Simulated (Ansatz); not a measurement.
# Sb (P2_1/m) in Ansatz: notebook

One crystal, Sb, is run at these levels: PBEsol; tasks: relaxation of cell and atoms.

All numbers are computed with Ansatz 0.2.0; they aren't measurements. Logs are shortened: lines on timing, memory, paths and dates and some standing lists are left out, and cuts for length are marked.

## (1) The structure

The structure is monoclinic, space group P2_1/m (No. 11). The conventional cell has a = 4.528 Å, b = 4.421 Å, c = 6.500 Å, α = 90.00°, β = 101.72°, γ = 90.00°. Around Sb (site symmetry m) lie 3 Sb at 2.92 to 2.98 Å. Around Sb (site symmetry m) lie 3 Sb at 2.92 to 2.98 Å.

## (2) Relaxation of cell and atoms, PBEsol, target pressure 5 GPa, at which the enthalpy is minimised

input.yaml

```yaml
crystal:
  lattice:
    - [4.5277, 0.0, 0.0]
    - [0.0, 4.4211, 0.0]
    - [-1.320519, 0.0, 6.364348]
  atoms:
    - { symbol: Sb, position: [0.33993, 0.25, 0.68367] }
    - { symbol: Sb, position: [0.936638, 0.75, 0.762758] }
    - { symbol: Sb, position: [0.063362, 0.25, 0.237242] }
    - { symbol: Sb, position: [0.66007, 0.75, 0.31633] }
hamiltonian:
  xc: pbesol
  pseudopotentials: { kind: paw }
kpoints:
  mp_grid: { grid: [6, 6, 4] }
scf:
  occupations: { method: fermi_dirac, width: 0.05 }
output:
  forces: true
  stress: true
  eigenvalues: true
relax:
  f_tol: 0.01
  max_steps: 40
  cell: { stress_tol: 0.05, p_target: 5.0 }
```

Potentials or basis: Ansatz PAW.

Run with:

```
$ ansatz run input.yaml --threads 2 --pin off --max-ram 5632MiB --backend cpu --events-out ev --progress --plain --runs-dir out
```

Output:

```text
Warning: RAYON_NUM_THREADS=2 ignored (pool sized by the plan → 2); use --threads N
Engine: ansatz 0.2.0, x86_64-unknown-linux-gnu
Pseudopotentials: kind: paw
Pseudopotential: Sb, paw, valence charge 15, recommended cutoff 420 eV (normal), Sb.paw.azcp
Functional definition: PBEsol
  exchange = pbesol_x
  correlation = pbesol_c
Crystal: 4 atoms, lattice volume = 127.398 Å³
Basis set: ecut = 420 eV, 2489 PW (Γ), exchange–correlation on 64×60×90 points (8 copies of the dense FFT grid, shifted against one another)
Bands: 36, of which v1, the nominal top of the filled ones, is band 30 counted from 1 (29 counted from 0)
Symmetry: 4 space group operations
Space group: P21/m (ITA 11), of the structure as read, at distance tolerance 5.0e-5 Å
k-points: 56 of 144
Non-local potential: Sb, projectors of the file, l = 0: 2, l = 1: 2, l = 2: 2, l = 3: 2
PAW form: soft (Blöchl's): semilocal exchange-correlation on the pseudo side does not see the compensation charge
PAW frozen core: Sb, regenerated for the run's functional, and the local potential with it (the file was generated under x = pbe(κ = 0.804, μ = 0.2195149727645171), c = pbe(β = 0.06672455060314922))
PAW one-centre angular grid: Sb, 590 points (default); XC on 64 Gauss nodes
Initial density: superposition of atomic densities (neutral atoms: chi_scale 0, normalization atom), corrected by the library's trained network
Initial wavefunctions: pseudopotential atomic-orbital guess
Functional: x = pbesol(κ = 0.804, μ = 0.12345679012345678), c = pbesol(β = 0.046)
SCF iter   1: F=—  HF=-25631.837059 eV  |F-HF|=—  |Δ(HF+E_count)|=         —  Δρ=3.03e-3  dr2=1.51e-2  ethr=1.77e-3  ⟨swp⟩=7.6  Hψ=8576  notcnv=0
preconditioner: auto → Kerker (q_TF=auto, 2.407 Å⁻¹)  [metal: Δε(μ)=0.027 eV  Ē_g=7.518 eV  σ=0.050 eV  W_gap=0.13  n_scr=30 (ndim 8)  ℏωp=14.7 eV  f_vac=0.000  D(μ)=0.97/eV (n_scr^D=2)]
SCF iter   2: F=—  HF=-25631.830847 eV  |F-HF|=—  |Δ(HF+E_count)|=   6.21e-3  Δρ=1.77e-3  dr2=5.33e-3  ethr=2.52e-5  ⟨swp⟩=1.7  Hψ=2590  notcnv=0
SCF iter   3: F=—  HF=-25631.829751 eV  |F-HF|=—  |Δ(HF+E_count)|=   1.10e-3  Δρ=4.32e-4  dr2=1.87e-4  ethr=8.89e-6  ⟨swp⟩=2.1  Hψ=3660  notcnv=0
SCF iter   4: F=—  HF=-25631.829689 eV  |F-HF|=—  |Δ(HF+E_count)|=   6.21e-5  Δρ=1.84e-4  dr2=5.36e-5  ethr=3.11e-7  ⟨swp⟩=2.0  Hψ=3666  notcnv=0
SCF iter   5: F=—  HF=-25631.829676 eV  |F-HF|=—  |Δ(HF+E_count)|=   1.25e-5  Δρ=7.88e-5  dr2=1.22e-5  ethr=8.93e-8  ⟨swp⟩=2.9  Hψ=3872  notcnv=0
SCF iter   6: F=—  HF=-25631.829673 eV  |F-HF|=—  |Δ(HF+E_count)|=   3.11e-6  Δρ=1.94e-5  dr2=9.68e-7  ethr=2.04e-8  ⟨swp⟩=3.0  Hψ=3683  notcnv=0
SCF iter   7: F=—  HF=-25631.829673 eV  |F-HF|=—  |Δ(HF+E_count)|=   1.34e-7  Δρ=6.40e-6  dr2=1.36e-7  ethr=1.61e-9  ⟨swp⟩=3.0  Hψ=3174  notcnv=0
SCF iter   8: F=-25631.829673 eV  HF=-25631.829673 eV  |F-HF|=1.08e-8  |Δ(HF+E_count)|=   2.13e-8  Δρ=2.63e-6  dr2=1.60e-8  ethr=1.67e-10  ⟨swp⟩=7.2  Hψ=7096  notcnv=0
SCF 1 converged in 8 iterations: F = -25631.829673 eV  dr2 = 1.60e-8
[... 211 lines left out ...]
Free energy (F): -25632.015920 eV
Harris-Foulkes:  -25632.015920 eV  (|F-HF|=3.64e-12)
Internal energy: -25632.004384 eV  (E = F + TS)
E sigma→0 (E₀):  -25632.010152 eV
Entropy (-TS):   -0.011536 eV (-2.884 meV/atom)
Fermi energy:    11.728396 eV
--- Per-component energies (eV) ---
  E_band       = -572.151507
  E_kinetic    = 835.232821
  E_local      = -5892.811251  (includes V_loc(G=0)·N_el)
  E_nonlocal   = 1457.640713
  E_hartree    = 2697.858864
  E_xc         = -553.068024
  E_vxc        = -390.629278  (∫ρ·V_xc dr)
  E_paw        = -17999.338966  (= ΣΔE_a)
  E_vpaw       = -1977.302213  (= ΣTr[D̂ρ^β])
  E_aug_tail   = -0.000007  (compensation charges beyond the density's cutoff)
  E_ewald      = -6178.845962
  E_core_change = 1.327428  (= ΣΔE_core)
  E_smearing   = -0.011536  (= −TS)
  E_closure    = -0.000000  (closes the sum)
  Σ components = -25632.015920   (vs F -25632.015920, Δ=0.00e0)
--- Forces (eV/Å), atoms counted from 1 ---
  atom   1  Sb    -0.00178861    -0.00000000     0.00140856
  atom   2  Sb     0.00211687    -0.00000000     0.00249023
  atom   3  Sb    -0.00211687     0.00000000    -0.00249023
  atom   4  Sb     0.00178861     0.00000000    -0.00140856
  max |Σ_I F_I| component: 6.51e-19 eV/Å
--- Stress (GPa, compression-positive) ---
        5.001201      -0.000000      -0.043906
       -0.000000       4.993831      -0.000000
       -0.043906      -0.000000       5.006279
  P = ⅓ Tr σ = 5.0004 GPa (50.004 kbar)
--- Band table (eV; the first three rows and the last of 56) ---
  k-point 0: bands = ["-17.5934", "-17.5869", "-17.5509", "-17.4814", "-17.4789", "-17.4586", "-17.4429", "-17.4251", "-17.3865", "-17.3837", "-17.3694", "-17.3515", "-17.3500", "-17.3288", "-17.3178", "-17.3142", "-17.3140", "-17.2300", "-17.2275", "-17.2188", "-1.6089", "1.1845", "4.5004", "5.3822", "7.1159", "7.6089", "8.4809", "9.2976", "9.4294", "11.0345", "13.6507", "14.9214", "15.6218", "15.6872", "15.8244", "15.8640"]
  k-point 1: bands = ["-17.5924", "-17.5877", "-17.5234", "-17.4805", "-17.4781", "-17.4477", "-17.4235", "-17.4121", "-17.3970", "-17.3946", "-17.3622", "-17.3563", "-17.3562", "-17.3300", "-17.3254", "-17.3212", "-17.3170", "-17.2488", "-17.2297", "-17.2278", "-1.3590", "0.4560", "4.7336", "6.6013", "6.6711", "7.3505", "8.6753", "8.8431", "9.8920", "11.7228", "12.6774", "13.8881", "15.5421", "15.6068", "16.0084", "16.7844"]
  k-point 2: bands = ["-17.5907", "-17.5890", "-17.4793", "-17.4778", "-17.4669", "-17.4462", "-17.4239", "-17.4186", "-17.4090", "-17.3940", "-17.3476", "-17.3475", "-17.3403", "-17.3398", "-17.3325", "-17.3232", "-17.3214", "-17.3074", "-17.2292", "-17.2284", "-0.6636", "-0.5915", "5.3547", "5.5367", "7.9811", "8.0202", "9.1680", "9.3484", "9.3718", "9.4402", "14.0951", "14.4719", "14.5348", "14.7178", "15.9985", "16.2635"]
  k-point 55: bands = ["-17.5561", "-17.5561", "-17.4819", "-17.4819", "-17.4571", "-17.4571", "-17.3975", "-17.3975", "-17.3888", "-17.3888", "-17.3865", "-17.3865", "-17.3515", "-17.3515", "-17.3481", "-17.3481", "-17.3041", "-17.3041", "-17.2242", "-17.2242", "1.4121", "1.4121", "4.2178", "4.2178", "5.3331", "5.3331", "7.0338", "7.0338", "8.4783", "8.4783", "13.6014", "13.6014", "16.9898", "16.9898", "17.7137", "17.7137"]
--- Relaxed structure (18 steps of the walk, 17 accepted, 1 SCFs on fresh bases) ---
  F+E_penalty+E_count = -25632.01592037 eV   max|allowed force component| = 2.490e-3 eV/Å   (the final SCF, on the basis selected at the relaxed cell)
  cell:  # Å, volume = 105.9269 Å³
    - [3.9643170807640993, 1.4771359497320004e-16, -0.6652428912788596]
    - [1.4423583160015343e-16, 4.40128526744585, 2.104822713361893e-17]
    - [-2.091303154316398, -1.2781414997943883e-17, 6.421910375822008]
  atoms:
    - { symbol: Sb, position: [0.486459421479939, 0.25, 0.7496335573541232] }
    - { symbol: Sb, position: [0.9854530883901211, 0.7500000000000002, 0.7487599613708971] }
    - { symbol: Sb, position: [0.014546911609878976, 0.25, 0.25124003862910316] }
    - { symbol: Sb, position: [0.5135405785200611, 0.7500000000000002, 0.2503664426458767] }
```

Wall time 1.9 min (2 threads of Intel Xeon Platinum 8259CL at 2.50GHz (Skylake/Cascade Lake), shared host); peak memory 0.58 GiB.

Results:

* Free energy: -25632.0159 eV
* Relaxed volume: 26.48 Å³/atom
* Relaxed cell: a = 4.020 Å, b = 4.401 Å, c = 6.754 Å, α = 90.00°, β = 117.56°, γ = 90.00°
* Space group after relaxing (to 0.05 Å): C2/m (No. 12)
* Energy change on relaxing (the enthalpy is what falls): -46.6 meV/atom
* Ionic steps: 18
* Pressure after relaxing: 5.0 GPa
* Largest force after relaxing: 0.003 eV/Å
* Band gap on the k mesh: none (metal or under the smearing width)

Forces in eV/Å, atoms in the order of the input:
```
Sb  -0.002  0.000  0.001
Sb   0.002  0.000  0.002
Sb  -0.002  0.000 -0.002
Sb   0.002  0.000 -0.001
```

Step by step:
| step | energy change (eV) | largest force (eV/Å) | volume (Å³) |
| --- | --- | --- | --- |
| 1 | 0.0000 | 0.1446 | 127.40 |
| 2 | 0.0319 | 0.5027 | 111.30 |
| 3 | 0.1209 | 0.1910 | 105.02 |
| 4 | 0.0600 | 0.1783 | 105.45 |
| 5 | 0.0255 | 0.2332 | 103.83 |
| 6 | -0.0098 | 0.1064 | 102.69 |
| 7 | -0.0245 | 0.1487 | 102.78 |
| 8 | -0.0281 | 0.0402 | 102.70 |
| 9 | -0.0727 | 0.0444 | 103.60 |
| 10 | -0.1293 | 0.0362 | 105.10 |
| 11 | -0.1770 | 0.0601 | 106.40 |
| 12 | -0.1685 | 0.0489 | 105.74 |
| 13 | -0.1760 | 0.0228 | 105.79 |
| 14 | -0.1694 | 0.0619 | 105.42 |
| 15 | -0.1803 | 0.0096 | 105.69 |
| 16 | -0.1850 | 0.0027 | 105.84 |
| 17 | -0.1879 | 0.0032 | 105.93 |
| 18 | -0.1862 | 0.0033 | 105.93 |

Final structure:
```xyz
4
Lattice="3.9643 0.0000 -0.6652 0.0000 4.4013 0.0000 -2.0913 0.0000 6.4219" Properties=species:S:1:pos:R:3 pbc="T T T"
Sb    0.3608    1.1003    4.4905
Sb    2.3408    3.3010    4.1529
Sb   -0.4678    1.1003    1.6038
Sb    1.5122    3.3010    1.2662
```

Levels at points of the mesh, in eV from the Fermi level:
```tsv
k point	band 26	band 27	band 28	band 29	band 30	band 31	band 32	band 33	band 34	band 35
(0.00, 0.00, 0.00)	-4.12	-3.25	-2.43	-2.30	-0.69	1.92	3.19	3.89	3.96	4.10
(0.00, 0.00, -0.50)	-3.71	-2.56	-2.38	-2.36	-2.29	2.37	2.74	2.81	2.99	4.27
(0.00, -0.50, 0.00)	-4.58	-1.01	-1.01	-0.27	-0.27	0.74	0.74	2.00	2.00	5.18
(0.00, -0.50, -0.50)	-0.77	-0.75	-0.75	-0.45	-0.45	-0.41	-0.41	1.11	1.11	1.25
(-0.50, 0.00, 0.00)	-1.47	-1.37	-1.37	-0.72	-0.72	-0.67	-0.67	-0.31	-0.31	1.10
(-0.50, 0.00, -0.50)	-4.14	-1.90	-1.90	-1.46	-1.46	0.22	0.23	1.18	1.18	4.80
(-0.50, -0.50, 0.00)	-5.51	-5.43	-5.43	-0.11	-0.11	0.15	0.15	5.34	5.34	5.50
(-0.50, -0.50, -0.50)	-6.40	-4.69	-4.69	-3.25	-3.25	1.87	1.87	5.26	5.26	5.99
```

Caveat: the volume moved by over 15 % at a fixed basis, so the end points are rough; the plane-wave basis is chosen anew once the cell has moved, so the energies of steps on either side of that aren't comparable; the PAW data sets come from PBE, with cores solved anew for the run's functional, which leaves a small shift of forces and pressure. The run has no spin-orbit coupling, so splittings on Sb are missing.

## (3) Relaxation of cell and atoms, PBEsol, target pressure 10 GPa, at which the enthalpy is minimised

input.yaml: that of step 2 with these lines changed.

```diff
@@ -24,2 +24,2 @@
   max_steps: 40
-  cell: { stress_tol: 0.05, p_target: 5.0 }
+  cell: { stress_tol: 0.05, p_target: 10.0 }
```

Potentials or basis: Ansatz PAW.

Run with:

```
$ ansatz run input.yaml --threads 2 --pin off --max-ram 5632MiB --backend cpu --events-out ev --progress --plain --runs-dir out
```

Wall time 1.8 min (2 threads of Intel Xeon Platinum 8259CL at 2.50GHz (Skylake/Cascade Lake), shared host); peak memory 0.58 GiB.

It converged, with:

- Free energy: -25631.6529 eV
- Relaxed volume: 24.50 Å³/atom
- Relaxed cell: a = 3.871 Å, b = 4.479 Å, c = 5.831 Å, α = 90.00°, β = 104.20°, γ = 90.00°
- Space group after relaxing (to 0.05 Å): P2_1/m (No. 11)
- Energy change on relaxing (the enthalpy is what falls): +44.2 meV/atom
- Ionic steps: 16
- Pressure after relaxing: 10.0 GPa
- Largest force after relaxing: 0.005 eV/Å
- Band gap on the k mesh: none (metal or under the smearing width)

Forces in eV/Å, atoms in the order of the input:
```
Sb   0.004  0.000  0.002
Sb  -0.002  0.000  0.003
Sb   0.002  0.000 -0.003
Sb  -0.004  0.000 -0.002
```

Step by step:
```csv
step,energy change (eV),largest force (eV/Å),volume (Å³)
1,0.0000,0.1446,127.40
2,0.0666,0.6296,110.88
3,0.3343,0.4390,100.92
4,0.3260,0.2588,98.34
5,0.2985,0.2712,97.02
6,0.2170,0.1739,98.12
7,0.2070,0.0539,97.92
8,0.2394,0.0653,97.25
9,0.1870,0.1442,97.82
10,0.1755,0.1088,97.96
11,0.1627,0.0123,98.14
12,0.1738,0.0128,97.96
13,0.1736,0.0052,97.96
14,0.1685,0.0030,98.04
15,0.1721,0.0044,97.98
16,0.1768,0.0046,97.98
```

Final structure:
```
CELL_PARAMETERS angstrom
3.86909 0.00000 -0.10517
0.00000 4.47865 0.00000
-1.27627 0.00000 5.68924
ATOMIC_POSITIONS crystal
Sb 0.35076 0.25000 0.76049
Sb 0.84908 0.75000 0.74409
Sb 0.15092 0.25000 0.25591
Sb 0.64924 0.75000 0.23951
```

Levels at points of the mesh, in eV from the Fermi level:
```tsv
k point	band 26	band 27	band 28	band 29	band 30	band 31	band 32	band 33	band 34	band 35
(0.00, 0.00, 0.00)	-4.30	-2.53	-2.30	-2.30	-1.25	2.77	2.83	3.59	4.11	4.57
(0.00, 0.00, -0.50)	-4.21	-3.18	-2.06	-1.84	-1.11	0.94	2.79	3.28	3.40	4.09
(0.00, -0.50, 0.00)	-4.92	-0.34	-0.34	-0.23	-0.23	0.86	0.86	1.47	1.47	5.94
(0.00, -0.50, -0.50)	-1.13	-0.72	-0.72	-0.19	-0.19	0.20	0.20	1.64	1.64	2.48
(-0.50, 0.00, 0.00)	-3.69	-2.30	-2.29	-2.01	-1.97	-0.07	0.16	0.70	0.88	3.79
(-0.50, 0.00, -0.50)	-2.27	-2.09	-1.90	-1.80	-1.68	-0.57	-0.51	0.05	0.27	2.59
(-0.50, -0.50, 0.00)	-6.13	-5.18	-5.18	-2.47	-2.47	1.25	1.25	5.51	5.51	6.56
(-0.50, -0.50, -0.50)	-5.93	-5.59	-5.59	-0.89	-0.89	1.16	1.16	5.49	5.49	5.97
```

Caveat: the volume moved by over 15 % at a fixed basis, so the end points are rough; the plane-wave basis is chosen anew once the cell has moved, so the energies of steps on either side of that aren't comparable; the PAW data sets come from PBE, with cores solved anew for the run's functional, which leaves a small shift of forces and pressure.
